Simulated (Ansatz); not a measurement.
In the program Ansatz at the PBE level (PAW), CoPt in the L1₀ or tetragonal B2 structure (P4/mmm) relaxes to a = 2.693 Å, c = 3.727 Å. Pt has 12 nearest neighbours from 2.66 Å (cuboctahedral); Co has 12 nearest neighbours from 2.66 Å (cuboctahedral). Its formation energy from the elements is -0.087 eV/atom, with no fitted shifts.

Electronic character: metallic (no gap). The magnetic state found is ferromagnetic. The net moment is 1.13 μB per atom.

The bulk modulus is 217 GPa. The relaxed-ion elastic constants in GPa are C11 = 415, C12 = 95.0, C13 = 161, C33 = 303, C44 = 129, C66 = 66.8. The elastic constants imply a Debye temperature near 365 K. Bader charges are Pt -0.48, Co +0.48 e.

The cell was relaxed with PBE under the symmetry of its start. Magnetic state: ferromagnetic, chosen from 5 collinear starts compared on coarse meshes (ties went to the first, and starts can fall back to one state), not a proven ground state. Textbook magnetic order: ferromagnetic. As this level gives no gap, shear constants depend on the k-mesh and smearing (Fermi–Dirac, 0.1 eV here). Axis ratios of metals converge slowly with the k-mesh, so a and c are less sure than the volume. On the denser mesh and wider smearing of the elastic run this cell carries a stress of 0.5 GPa. The references are the lowest solids computed at this level, not always the standard phases. Scalar-relativistic: spin–orbit coupling is off unless named, which matters more the heavier the elements.

Potentials: the later of the program's two PAW sets.
